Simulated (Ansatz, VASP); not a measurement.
## CdS in VASP and in Ansatz

Contents of INCAR:

```
SYSTEM = CdS
PREC     = Accurate       ! precision mode
ENCUT    = 520            ! plane-wave cutoff, eV
EDIFF    = 1E-6           ! SCF threshold, eV
ISMEAR   = -1             ! smearing method
SIGMA    = 0.02           ! smearing width, eV
LREAL    = .False.        ! projectors in reciprocal space
LASPH    = .True.         ! aspherical terms in the spheres
NELM     = 80             ! most SCF steps
ALGO     = Normal         ! electronic algorithm
ISIF     = 2              ! what is computed and relaxed
LWAVE    = .False.        ! write WAVECAR
LCHARG   = .True.         ! write CHGCAR
GGA      = PE             ! functional
LELF     = .True.         ! ELF
LVHAR    = .True.       
NBANDS   = 16             ! bands
```

KPOINTS

```
regular mesh
0
Gamma
  8 8 8
  0 0 0
```

Contents of POSCAR:

```
CdS
1.0
    0.0000000000      2.8657344656      3.0438692751
    2.8657344656      0.0000000000      3.0438692751
    2.8657344656      2.8657344656      0.0000000000
Cd S
1 1
Direct
    0.0000000000      0.0000000000      0.0000000000
    0.2500000000      0.2500000000      0.2500000000
```

Input for Ansatz:

```yaml
crystal:
  lattice:
    - [0.0, 2.8657344656, 3.0438692751]
    - [2.8657344656, 0.0, 3.0438692751]
    - [2.8657344656, 2.8657344656, 0.0]
  atoms:
    - { symbol: Cd, position: [0.0, 0.0, 0.0] }
    - { symbol: S, position: [0.25, 0.25, 0.25] }
kpoints:
  mp_grid: { grid: [8, 8, 8] }
  band_path:
    path:
      - [0.0, 0.0, 0.0]
      - [-0.5, -0.5, 0.0]
      - [-0.375, -0.375, 0.25]
      - [-0.375, 0.0, 0.375]
      - [0.0, 0.0, 0.5]
      - [-0.5, -0.25, 0.25]
    npoints: 1
hamiltonian:
  xc: pbe
scf:
  occupations: { method: fermi_dirac, width: 0.02 }
  n_extra_bands: 4
output:
  forces: true
  stress: true
  eigenvalues: true
  write_density: true
  write_potential: true
  elf: true
  volumetric_format: npy
```

Change from the starting cell: epitaxial_xy strain -2.5%.

Alike in both runs: task single point; functional PBE; k mesh 8 × 8 × 8; occupations fermi-dirac, width 0.02 eV; no spin polarisation.

|  | VASP | Ansatz |
| --- | --- | --- |
| version | VASP 6.6.1 | Ansatz 0.2.0 |
| potentials or method | VASP PAW PBE potentials, release 64 (Cd, S) | plane waves, PAW |
| plane-wave cutoff (eV) | 520 | 420 |
| valence electrons in the cell | 18 | 26 |

VASP gave:

```
gap on the k mesh at the Fermi level (eV)       : 1.06
pressure (GPa)                                  : 2.6
largest component of the traceless stress (GPa) : 0.79
```

Task: Estimate Ansatz's values.

Result: gap on the k mesh at the Fermi level (eV): 1.06; pressure (GPa): 2.2; largest component of the traceless stress (GPa): 0.81.

The functional is the same, so the differences come from potentials, cutoffs and numerics. The two sets of potentials don't hold the same shells in valence.
